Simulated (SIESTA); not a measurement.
Bi under changes of volume

One of the cells (31.117 Å³/atom); the others are scaled copies at fixed shape and fractional positions:

```
Bi
1.0
    -1.98143    1.98143    1.98143
     1.98143   -1.98143    1.98143
     1.98143    1.98143   -1.98143
Bi
1
Direct
  0.00000 0.00000 0.00000
```

This isn't the form of Bi at room conditions, which is rhombohedral.

```yaml
Program: SIESTA 5.4.2
Functional: PBE
Potentials_or_basis: PseudoDojo 0.4 standard (PBE files, fully relativistic)
Basis: DZP (energy shift 0.002 Ry)
Grid_cutoff: 500 Ry
Energy_shift: 0.002 Ry
k_mesh: 7 × 7 × 7
Occupations: fermi-dirac, width 0.05 eV
Spin: non-collinear spin, zero start, spin-orbit coupling
Starting_moments: "[[0.0, 0.0, 0.0]] μB"
```

```tsv
volume (Å³/atom)	energy over the lowest point (meV/atom)	pressure (GPa)
29.250	?	?
29.872	50.59	5.9
30.495	30.67	4.4
31.117	16.07	3.1
31.739	6.50	1.9
32.362	1.34	0.8
32.984	0.00	-0.1
```

Problem. What does the run at 29.250 Å³/atom give?

Solution. Energy over the lowest point 76.78 meV/atom; pressure 7.6 GPa.

Worked out: A Birch-Murnaghan fit of order 3 (a polynomial in V^(-2/3)) to the other rows has its minimum at 32.89 Å³/atom with B0 = V·E''(V) = 49 GPa and B' = 4.7. It gives 76.67 meV/atom at 29.250 Å³/atom, against the run's 76.78, and -dE/dV = 7.6 GPa, against 7.6.

Energies are extrapolated to zero smearing.

Caveats: semicore shells carry a single zeta, which can move pressures by several GPa and volumes by a few percent; the basis of atomic orbitals isn't converged, which shifts pressures, moduli and gaps.
